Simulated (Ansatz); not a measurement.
The system is Sc.

```
Sc
1.0
     3.30900    0.00000    0.00000
    -1.65450    2.86568    0.00000
     0.00000    0.00000    5.27330
Sc
2
Direct
  0.66667 0.33333 0.75000
  0.33333 0.66667 0.25000
```

Program: Ansatz 0.2.0. Alike in all runs: potentials or basis Ansatz PAW; no spin polarisation; cell as given; k mesh 9 × 9 × 5; cutoff (eV) 420.

Problem. Order these runs on this cell by their pressure, lowest first.
A. level RPBE; smearing gaussian 0.05 eV
B. level PBEsol; smearing gaussian 0.02 eV
C. level LDA+D3(BJ); smearing fermi-dirac 0.05 eV
D. level PBEsol+U; U Sc d U = 4.3 eV; smearing fermi-dirac 0.05 eV; points for each segment of the path 14; hubbard projectors ortho-atomic (the default); double counting fll (the default)

Solution. C (-7.8 GPa), B (-2.8 GPa), A (1.3 GPa), D (5.0 GPa).

Caveats: the PAW data sets come from PBE, with cores solved anew for the run's functional, which leaves a small shift of forces and pressure; pairwise dispersion overbinds metals, which lowers pressure and volume (some runs); the dispersion damping was fitted for another functional or another form of the correction (some runs); U without spin polarisation on a metal has little footing (some runs); the U is typed as a test and isn't derived for this compound (some runs).

Runs at the PBE level aren't shown here.
